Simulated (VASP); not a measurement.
VASP 6.6.1 run: Si

INCAR

```
ALGO = Eigenval
ISIF = 2
SIGMA = 0.02
IBRION = -1
NSW = 0
GGA = PE
ENCUT = 520
LASPH = .TRUE.
LCHARG = .FALSE.
LREAL = .FALSE.
LWAVE = .FALSE.
ISMEAR = -1
PREC = Accurate
EDIFF = 1E-7
NELM = 70
NBANDS = 11
```

KPOINTS

```
KPOINTS created by Atomic Simulation Environment
0
Gamma
8 8 8
0 0 0
```

POSCAR

```
Si
 1.0000000000000000
    -0.1232188892000000    2.7350059511999998    2.7350059511999998
     2.7350059511999998   -0.1232188892000000    2.7350059511999998
     2.7350059511999998    2.7350059511999998   -0.1232188892000000
 Si
   2
Cartesian
 -0.0131897805859840 -0.0131897805859840 -0.0131897805859840
  1.3498880338859838  1.3498880338859838  1.3498880338859840
```

The recommended PBE PAW datasets give the neutral cell 8 valence electrons.

Command

```
mpirun -np 1 vasp_std
```

OSZICAR

```
N       E                     dE             d eps       ncg     rms          rms(c)
EIG:   1     0.480599096175E+03    0.48060E+03    0.00000E+00     0   0.000E+00
EIG:   2     0.480599096175E+03    0.78444E-11    0.00000E+00     0   0.000E+00
EIG:   3     0.480599096175E+03    0.17110E-10    0.00000E+00     0   0.000E+00
EIG:   4     0.480599096175E+03   -0.23419E-10    0.00000E+00     0   0.000E+00
EIG:   5     0.480599096175E+03    0.12847E-10    0.00000E+00     0   0.000E+00    0.136E+03
EIG:   6     0.483456217864E+03    0.28571E+01    0.00000E+00     0   0.000E+00    0.816E+02
EIG:   7     0.486340900790E+03    0.28847E+01    0.00000E+00     0   0.000E+00    0.913E-01
EIG:   8     0.486410804362E+03    0.69904E-01    0.00000E+00     0   0.000E+00    0.607E-01
EIG:   9     0.486467631337E+03    0.56827E-01    0.00000E+00     0   0.000E+00    0.271E-02
EIG:  10     0.486467646694E+03    0.15357E-04    0.00000E+00     0   0.000E+00    0.868E-03
EIG:  11     0.486467648815E+03    0.21216E-05    0.00000E+00     0   0.000E+00    0.804E-04
EIG:  12     0.486467648849E+03    0.33528E-07    0.00000E+00     0   0.000E+00
   1 F= 0.48646765E+03 E0= 0.48646836E+03  d E =-.141876E-02
```

Standard output (part)

```
POSCAR found type information on POSCAR Si
 POSCAR found :  1 types and       2 ions
 LDA part: xc-table for (Slater+PW92), standard interpolation
 POSCAR, INCAR and KPOINTS ok, starting setup
 WAVECAR not read
 entering main loop
|     Your highest band is occupied at some k-points! Unless you are          |
|     performing a calculation for an insulator or semiconductor, without     |
|     unoccupied bands, you have included TOO FEW BANDS!! Please increase     |
|     the parameter NBANDS in file INCAR to ensure that the highest band      |
|     is unoccupied at all k-points. It is always recommended to include      |
|     a few unoccupied bands to accelerate the convergence of                 |
|     molecular-dynamics runs (even for insulators or semiconductors),        |
|     since the presence of unoccupied bands improves wavefunction            |
|     prediction and helps to suppress 'band-crossings'.                      |
```

It converged. Results: gap between bands v and c on the k mesh -14.88 eV (bands overlap: a metal); least direct gap on the k mesh 0.59 eV; pressure 1097.7 GPa; largest force 4.59 eV/Å. Band v is the last that the valence electrons fill when counted band by band, and c is the next.

Task: Why shouldn't this run be trusted?

Result: No self-consistency without orbitals. On sound settings PBE gives a gap of 0.31 eV on its mesh and a pressure of -5.0 GPa for the intended cell. This run's energy (σ→0) differs from it by 248606 meV an atom.
